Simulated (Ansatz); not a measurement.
# CaO: changing the functional

```
Ca O
1.0
     0.00000    2.40356    2.40356
     2.40356    0.00000    2.40356
     2.40356    2.40356    0.00000
Ca O
1 1
Direct
  0.00000 0.00000 0.00000
  0.50000 0.50000 0.50000
```

The cell is a database's computed one, not the measured one.

Kept alike: task single point; k mesh 8 × 8 × 8; occupations fermi-dirac, width 0.05 eV; no spin polarisation. Program: Ansatz, PAW datasets made for the crystal. Cutoffs run from 300 to 340 eV. The mesh is that of the run's cell of 2 atoms. No spin-orbit coupling.

| functional | band gap (eV) | pressure (GPa) |
| --- | --- | --- |
| HSE06 | 5.312 | -0.63 |
| PBE | 3.652 | 1.60 |
| PBE0 | 6.053 | -0.72 |
| PBEsol | 3.552 | -2.73 |

Pressure is positive in compression, with a Pulay correction for the finite cutoff. A gap read on the mesh alone can miss an edge between its points.

The band gap runs from 3.552 (PBEsol) to 6.053 eV (PBE0). From PBE: HSE06 +1.660; PBE0 +2.401; PBEsol -0.100. The pressure runs from -2.73 (PBEsol) to 1.60 GPa (PBE). From PBE: HSE06 -2.23; PBE0 -2.32; PBEsol -4.33. A positive pressure means that the functional's own cell is larger than the one given, a negative one that it is smaller.
